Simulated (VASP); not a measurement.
# SnTe (F-43m) in VASP: further runs

Runs on SnTe. Level: HSE06. Tasks: single point.

Everything below comes from runs of VASP 6.6.1. Logs are shortened: lines on timing, memory, paths and dates and some standing lists are left out, and cuts for length are marked.

### 1 The crystal as given

Symmetry: F-43m, No. 216, cubic system. Conventional cell: a = 7.222 Å, b = 7.222 Å, c = 7.222 Å, α = 90.00°, β = 90.00°, γ = 90.00°. Around Te (site symmetry -43m) lie 4 Sn at 3.13 Å. Sn (site symmetry -43m) is surrounded by 4 Te at 3.13 Å.

Measurements of this composition are mostly on another form, of space group No. 225.

### 2 Single point, HSE06

POSCAR

```
SnTe
1.0
    0.0000000000      3.6111460000      3.6111460000
    3.6111460000      0.0000000000      3.6111460000
    3.6111460000      3.6111460000      0.0000000000
Te Sn
1 1
Direct
    0.2500000000      0.2500000000      0.2500000000
    0.0000000000      0.0000000000      0.0000000000
```

INCAR.step1

```
ALGO = Normal
EDIFF = 1E-5
ENCUT = 400
GGA = PE
ISIF = 2
ISMEAR = 0
LASPH = True
LREAL = False
LWAVE = True
NBANDS = 18
NELM = 100
NKRED = 1
PREC = Accurate
SIGMA = 0.01
```

INCAR.step2

```
ALGO = Normal
EDIFF = 1E-6
ENCUT = 400
GGA = PE
HFSCREEN = 0.2
ISIF = 2
ISMEAR = 0
ISTART = 1
LASPH = True
LCHARG = False
LHFCALC = True
LREAL = False
LWAVE = False
NBANDS = 18
NELM = 100
NKRED = 1
PREC = Accurate
PRECFOCK = Fast
SIGMA = 0.01
```

KPOINTS

```
k-points
0
Gamma
  4 4 4
```

Potentials or basis: VASP PAW PBE potentials, release 64 (Te, Sn_d).

The run is started by

```
cat potpaw_PBE.64/Te/POTCAR potpaw_PBE.64/Sn_d/POTCAR > POTCAR
cp INCAR.step1 INCAR
mpirun -np 1 vasp_std > vasp.out
cp INCAR.step2 INCAR
mpirun -np 1 vasp_std > vasp.out
```

OUTCAR:

```text
EDIFF = 1E-6
   ENCUT = 400
   GGA = PE
   HFSCREEN = 0.2
   ISIF = 2
   ISMEAR = 0
   ISTART = 1
   LASPH = True
   LHFCALC = True
   LREAL = False
   NELM = 100
   NKRED = 1
   PREC = Accurate
   PRECFOCK = Fast

 Found      8 irreducible k-points:

 Following reciprocal coordinates:
            Coordinates               Weight
  0.000000  0.000000  0.000000      1.000000
  0.250000  0.000000  0.000000      8.000000
  0.500000  0.000000  0.000000      4.000000
  0.250000  0.250000  0.000000      6.000000
  0.500000  0.250000  0.000000     24.000000
 -0.250000  0.250000  0.000000     12.000000
   k-points           NKPTS =      8   k-points in BZ     NKDIM =     64   number of bands    NBANDS=     18
   number of dos      NEDOS =    301   number of ions     NIONS =      2
   total plane-waves  NPLWV =  46656
   dimension x,y,z NGX =    36 NGY =   36 NGZ =   36
   dimension x,y,z NGXF=    72 NGYF=   72 NGZF=   72
   ions per type =               1   1
   NGX,Y,Z   is equivalent  to a cutoff of  11.72, 11.72, 11.72 a.u.
   NGXF,Y,Z  is equivalent  to a cutoff of  23.44, 23.44, 23.44 a.u.
 SYSTEM =  unknown system
   PREC   = accura    normal or accurate (medium, high low for compatibility)
   ISTART =      1    job   : 0-new  1-cont  2-samecut
   ICHARG =      0    charge: 1-file 2-atom 10-const
   ISPIN  =      1    spin polarized calculation?
   LNONCOLLINEAR =      F non collinear calculations
   LSORBIT =      F    spin-orbit coupling
   LASPH  =      T    aspherical Exc in radial PAW
   ENCUT  =  400.0 eV  29.40 Ry    5.42 a.u.   8.33  8.33  8.33*2*pi/ulx,y,z
   NELM   =    100;   NELMIN=  2; NELMDL=  0     # of ELM steps
   EDIFF  = 0.1E-05   stopping-criterion for ELM
   LREAL  =      F    real-space projection
   EDIFFG = 0.1E-04   stopping-criterion for IOM
   NSW    =      0    number of steps for IOM
   IBRION =     -1    ionic relax: 0-MD 1-quasi-New 2-CG
   NFREE  =      0    steps in history (QN), initial steepest desc. (CG)
   ISIF   =      2    stress and relaxation
   ISYM   =      3    0-nonsym 1-usesym 2-fastsym
   POTIM  = 0.5000    time-step for ionic-motion
   TEBEG  =    0.0;   TEEND  =   0.0 temperature during run
   PSTRESS=    0.0 pullay stress
   NELECT =      20.0000    total number of electrons
   NUPDOWN=      -1.0000    fix difference up-down
   EMIN   =  10.00;   EMAX   =-10.00  energy-range for DOS
   EFERMI =   0.00;   METHOD = LEGACY
   ISMEAR =     0;   SIGMA  =   0.01  broadening in eV -4-tet -1-fermi 0-gaus
   EFERMI_NEDOS =   21; number of points for ismear=-14 and -15
   IALGO  =     38    algorithm
   IMIX   =      1    mixing-type and parameters
     AMIX     =   0.40;   BMIX     =  1.00
     AMIX_MAG =   1.60;   BMIX_MAG =  1.00
  volume/ion in A,a.u.               =      47.09       317.78
  Fermi-wavevector in a.u.,A,eV,Ry     =   0.976704  1.845704 12.979296  0.953951
  Thomas-Fermi vector in A             =   2.107344
   LORBIT       =      0    0 simple, 1 ext, 2 COOP (PROOUT), +10 PAW based schemes
   GGA     = PE    functional components
   LHFCALC =     T    Hartree Fock is set to
   PRECFOCK=fast      Normal, Fast or Accurate (Low or Medium for compatibility)
   ENCUT4O =  -1.0   cutoff for four orbital integrals eV
   NKREDX  =     1    reduce k-point grid by
   NKREDY  =     1    reduce k-point grid by
   NKREDZ  =     1    reduce k-point grid by
   AEXX    =    0.2500 exact exchange contribution
   HFSCREEN=    0.2000 screening length (either q_TF or 0.3 A-1)
   HFSCREENC=   0.2000 screening length for correlation (either q_TF or 0.3 A-1)
   ENCUTFOCK=  -1.0 apply spherical cutoff to Coloumb kernel
   IVDW    =     0    specifies the selected vdW correction
   LEPSILON=     F    determine dielectric tensor
   LRPA    =     F    only Hartree local field effects (RPA)
 non-spin polarized calculation
 Gauss-broadening in eV      SIGMA  =   0.01
  energy-cutoff  :      400.00
  volume of cell :       94.18
 maximum number of plane-waves:      1724
 NGX is ok and might be reduce to    36
  NGX = 20; NGY = 20; NGZ = 20

 number of electron      19.9999987 magnetization

 Free energy of the ion-electron system (eV)
  ---------------------------------------------------
  ext. energy  EPLUGINS =         0.00000000
  ---------------------------------------------------
  free energy    TOTEN  =        -8.46966844 eV

  energy without entropy =       -8.46966844  energy(sigma->0) =       -8.46966844

 E-fermi :   3.0822     XC(G=0):  -6.2757

 val. band max:        3.0104242952   @ k =  -0.2500   0.5000   0.2500
 cond. band min:       3.3905202517   @ k =   0.5000   0.5000   0.0000
 fundamental gap:      0.3800959565
 Fermi energy:         3.0822436844

 k-point     1 :       0.0000    0.0000    0.0000
  band No.  band energies     occupation
      1     -21.1636      2.00000
      2     -21.1636      2.00000
      3     -21.1636      2.00000
      4     -21.1524      2.00000
      5     -21.1524      2.00000
      6      -9.7851      2.00000
      7      -2.6375      2.00000
      8       0.7307      2.00000
      9       0.7307      2.00000
     10       0.7307      2.00000
     11       4.3684      0.00000
     12       4.3684      0.00000
     13       4.3684      0.00000
     14       7.5129      0.00000
     15      10.0179      0.00000
     16      10.0179      0.00000
     17      11.1848      0.00000
     18      11.1848      0.00000

 k-point     2 :       0.2500    0.0000    0.0000
  band No.  band energies     occupation
      1     -21.1640      2.00000
      2     -21.1628      2.00000
      3     -21.1628      2.00000
      4     -21.1525      2.00000
      5     -21.1525      2.00000
      6      -9.5101      2.00000
      7      -3.8098      2.00000
      8       0.4068      2.00000
      9       0.4068      2.00000
     10       0.9282      2.00000
     11       4.8998      0.00000
     12       4.8998      0.00000
     13       5.1101      0.00000
     14       8.8600      0.00000
     15       9.3996      0.00000
     16       9.3996      0.00000
     17      10.7062      0.00000
     18      13.5419      0.00000

 k-point     3 :       0.5000    0.0000    0.0000
  band No.  band energies     occupation
      1     -21.1644      2.00000
      2     -21.1621      2.00000
      3     -21.1621      2.00000
      4     -21.1524      2.00000
      5     -21.1524      2.00000
      6      -9.1649      2.00000
      7      -4.7843      2.00000
      8       0.1498      2.00000
      9       0.1498      2.00000
     10       0.7649      2.00000
     11       5.2256      0.00000
     12       5.2256      0.00000
     13       6.9447      0.00000
     14       9.1121      0.00000
     15       9.9067      0.00000
     16      10.5293      0.00000
     17      10.5293      0.00000
     18      11.8091      0.00000

 k-point     4 :       0.2500    0.2500    0.0000
  band No.  band energies     occupation
      1     -21.1652      2.00000
      2     -21.1620      2.00000
      3     -21.1620      2.00000
      4     -21.1530      2.00000
      5     -21.1521      2.00000
      6      -9.4117      2.00000
      7      -4.0568      2.00000
      8      -0.0403      2.00000
      9      -0.0403      2.00000
     10       1.9220      2.00000
     11       3.6488      0.00000
     12       5.8302      0.00000
     13       5.8302      0.00000
     14       7.9877      0.00000
     15       9.7296      0.00000
     16      10.6635      0.00000
     17      12.4912      0.00000
     18      12.4912      0.00000

 k-point     5 :       0.5000    0.2500    0.0000
  band No.  band energies     occupation
      1     -21.1655      2.00000
      2     -21.1613      2.00000
      3     -21.1612      2.00000
      4     -21.1530      2.00000
      5     -21.1521      2.00000
      6      -9.0477      2.00000
      7      -4.9322      2.00000
      8      -0.7780      2.00000
      9      -0.2508      2.00000
     10       2.2581      2.00000
     11       4.4542      0.00000
     12       6.3030      0.00000
     13       6.3124      0.00000
     14       8.8299      0.00000
     15      10.0645      0.00000
     16      10.7870      0.00000
     17      11.6408      0.00000
     18      12.2680      0.00000

 k-point     6 :      -0.2500    0.2500    0.0000
  band No.  band energies     occupation
      1     -21.1647      2.00000
      2     -21.1619      2.00000
      3     -21.1617      2.00000
      4     -21.1526      2.00000
      5     -21.1525      2.00000
      6      -9.1763      2.00000
      7      -4.6622      2.00000
      8      -0.7842      2.00000
      9       0.1299      2.00000
     10       2.0010      2.00000
     11       5.1684      0.00000
     12       5.4961      0.00000
     13       5.8095      0.00000
     14       9.0243      0.00000
     15       9.2363      0.00000
     16      10.4679      0.00000
     17      11.7072      0.00000
     18      12.5171      0.00000

 [... further k-points ...]

------------------------ aborting loop because EDIFF is reached ----------------------------------------

  FORCE on cell =-STRESS in cart. coord.  units (eV):
  Direction    XX          YY          ZZ          XY          YZ          ZX
  --------------------------------------------------------------------------------------
  -------------------------------------------------------------------------------------
  Total       -0.4210838     -0.4210838     -0.4210838      0.0000000      0.0000000     -0.0000000
  in kB       -7.1633132     -7.1633132     -7.1633132      0.0000000      0.0000000     -0.0000000
  external PRESSURE =      -7.1633132 kB  Pullay stress =       0.0000000 kB

 VOLUME and BASIS-vectors are now :
 -----------------------------------------------------------------------------
  energy-cutoff  :      400.00
  volume of cell :       94.18
      direct lattice vectors                 reciprocal lattice vectors
     0.000000000  3.611146000  3.611146000    -0.138460201  0.138460201  0.138460201
     3.611146000  0.000000000  3.611146000     0.138460201 -0.138460201  0.138460201
     3.611146000  3.611146000  0.000000000     0.138460201  0.138460201 -0.138460201

 POSITION                                       TOTAL-FORCE (eV/Angst)
 -----------------------------------------------------------------------------------
      1.80557      1.80557      1.80557         0.000000      0.000000      0.000000
      0.00000      0.00000      0.00000        -0.000000     -0.000000     -0.000000
 -----------------------------------------------------------------------------------
    total drift:                               -0.000003     -0.000040     -0.000028

  FREE ENERGIE OF THE ION-ELECTRON SYSTEM (eV)
  ---------------------------------------------------
  free  energy   TOTEN  =        -8.4696684421 eV

  energy  without entropy=       -8.4696684421  energy(sigma->0) =       -8.46966844
```

Run time: 3.7 min. Hardware: 1 thread of Intel Xeon Platinum 8488C (Sapphire Rapids), shared host; peak memory 0.3 GiB.

These settings aren't checked as converged: the numbers below hold their error.

What came out:

```
Free energy            : -8.4697 eV
Pressure               : -0.7 GPa
Band gap on the k mesh : 0.38 eV, indirect (least direct gap 1.16 eV)
```

Caveat: the PAW data sets were made with another functional, which shifts forces and pressure a little; spin-orbit coupling is left out, which moves the levels of the heavy elements.

[end of part 1 of 2]
